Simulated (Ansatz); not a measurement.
# GaP and its competing phases

These are results of Ansatz, DFT PBE, scalar-relativistic, plane waves, PAW, not measurements. Settings: cutoff 420 eV, Γ-centred meshes spaced at most about 0.3 Å⁻¹ (2π included), Gaussian smearing. No spin polarisation.

The zero of energy is the elements' standard structures at the same level; no fitted shifts are applied. The references include black phosphorus.

All energies are static (0 K, no zero-point motion). The reference form of P is held partly by dispersion forces, which this level lacks.

The competitors are the elements and 1 reference phase of this chemical system (from databases or known types: GaP), relaxed at the same level; other known phases may be missing.

The candidate was reached from: a relaxed cell, shaken at random and relaxed again.

```xyz
4
Lattice="1.9423 1.1214 6.4346 -1.9423 1.1214 6.4346 0.0000 -2.2428 6.4346" Properties=species:S:1:pos:R:3 pbc="T T T"
Ga    0.0000    0.0000   10.8956
Ga    0.0000    0.0000    8.4081
P     0.0000    0.0000   18.1934
P     0.0000    0.0000    1.1103
```

Question: Is it stable, and against what?

Answer: Not the lowest form: another structure of the same formula lies lower. Its formation energy is -0.302 eV/atom. The lowest competing phase at this composition is this:

```json
{"phase": "GaP", "space group": "F-43m (No. 216)", "source": "Materials Project", "share of atoms": "1.0000", "ΔE_f (eV/atom)": "-0.432"}
```

The candidate lies 130 meV/atom above this phase. The same end was reached from a Materials Project cell. It is metastable at best. Whether it is a true minimum wasn't tested by phonons. It holds P–P pairs (shortest 2.22 Å).
